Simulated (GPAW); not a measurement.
The system is BAs.

```xyz
2
Lattice="0.0000 2.3885 2.3885 2.3885 0.0000 2.3885 2.3885 2.3885 0.0000" Properties=species:S:1:pos:R:3 pbc="T T T"
As    3.5827    3.5827    3.5827
B     0.0000    0.0000    0.0000
```

- Program: GPAW 26.7.0
- Task: relaxation of cell and atoms
- Functional: revPBE
- Potentials or basis: the program's PAW data sets (release 1.2.1) made for this functional
- Cutoff: 800 eV
- Basis: pw
- k mesh: 10 × 10 × 10
- Occupations: fermi-dirac, width 0.05 eV
- Spin: no spin polarisation

At the start: pressure 5.3 GPa; volume 13.63 Å³/atom.

Problem. Where does the relaxation end?

Solution. Over 3 steps the energy falls by 8.9 meV/atom and the volume is 14.14 Å³/atom (+3.8 %); space group F-43m (No. 216, to 0.05 Å).

The path:
| step | energy change (eV) | largest force (eV/Å) | pressure (GPa) | volume (Å³) |
| --- | --- | --- | --- | --- |
| 1 | 0.0000 | 0.0000 | 5.29 | 27.25 |
| 2 | -0.0077 | 0.0000 | 3.88 | 27.52 |
| 3 | -0.0177 | 0.0000 | 0.15 | 28.29 |

Final structure:
```
CELL_PARAMETERS angstrom
0.00000 2.41830 2.41830
2.41830 0.00000 2.41830
2.41830 2.41830 0.00000
ATOMIC_POSITIONS crystal
As 0.75000 0.75000 0.75000
B 0.00000 0.00000 0.00000
```

Caveat: later steps reuse the first step's grids.
